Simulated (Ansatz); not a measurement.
**Ba: stress in a strained cell**

Aim: deform Ba (xy engineering shear strain of -4 %) and compute stress, forces and field gradients with LAPW, PAW and all-electron datasets made for the crystal.

Method: DFT PBE, scalar-relativistic, in Ansatz 0.2.0.

**1. The starting structure**

Symmetry: Im-3m, No. 229, cubic system. Conventional cell: a = 5.000 Å, b = 5.000 Å, c = 5.000 Å, α = 90.00°, β = 90.00°, γ = 90.00°. Around Ba (site symmetry m-3m) lie 8 Ba at 4.33 Å.

Structure file:

```cif
data_structure
_symmetry_space_group_name_H-M 'Im-3m'
_symmetry_Int_Tables_number 229
_cell_length_a 5.0000
_cell_length_b 5.0000
_cell_length_c 5.0000
_cell_angle_alpha 90.000
_cell_angle_beta 90.000
_cell_angle_gamma 90.000
_cell_volume 125.00
loop_
_atom_site_label
_atom_site_type_symbol
_atom_site_symmetry_multiplicity
_atom_site_Wyckoff_symbol
_atom_site_fract_x
_atom_site_fract_y
_atom_site_fract_z
_atom_site_occupancy
Ba1 Ba 2 a 0.00000 0.00000 0.00000 1
```

The file gives the conventional cell by its symmetry; the runs use the cell typed in the input.

**2. The deformed structure**

Space group Im-3m before, Fmmm after.

**3. All-electron LAPW**

The input, input.yaml:

```yaml
crystal:
  lattice:
    - [-2.55, 2.55, 2.5]
    - [2.55, -2.55, 2.5]
    - [2.45, 2.45, -2.5]
  atoms:
    - { symbol: Ba, position: [0.0, 0.0, 0.0] }
kpoints:
  mp_grid: { grid: [10, 10, 10] }
scf:
  occupations: { method: fermi_dirac, width: 0.03 }
hamiltonian:
  xc: pbe
  pseudopotentials: { kind: all_electron, lapw: { basis_error: 0.0005 } }
output:
  forces: true
  stress: true
  eigenvalues: true
```

**4. PAW on the default files**

Changes to input.yaml since step 3:

```diff
@@ -13,3 +13,3 @@
   xc: pbe
-  pseudopotentials: { kind: all_electron, lapw: { basis_error: 0.0005 } }
+  pseudopotentials: { kind: paw }
 output:
@@ -18 +18,2 @@
   eigenvalues: true
+  efg: { contact_densities: true }
```

**5. All-electron PAW on datasets made for the crystal**

Changes to input.yaml since step 4:

```diff
@@ -13,3 +13,3 @@
   xc: pbe
-  pseudopotentials: { kind: paw }
+  pseudopotentials: { kind: all_electron, datasets: crystal }
 output:
```

(Steps that only read results are left out.)

**Question.** What will these runs give? Wanted: pressure; largest shear or deviatoric stress.

**Answer**, as computed:

| quantity | value |
| --- | --- |
| pressure | LAPW 0.12, PAW 0.12, crystal datasets 0.12 GPa |
| largest shear or deviatoric stress (LAPW) | 0.42 GPa |

What this shows: The largest part of the stress beyond the pressure is 0.42 GPa in size, in the xy component. No run of the undeformed cell stands beside it, so the pressure holds what the given cell had before the change. PAW: stress within 0.01 GPa of LAPW. Crystal datasets: stress within 0.01 GPa of LAPW. Spin-orbit coupling is left out, though the cell holds Ba; in elements this heavy it can shift bands and gaps by tenths of an eV.
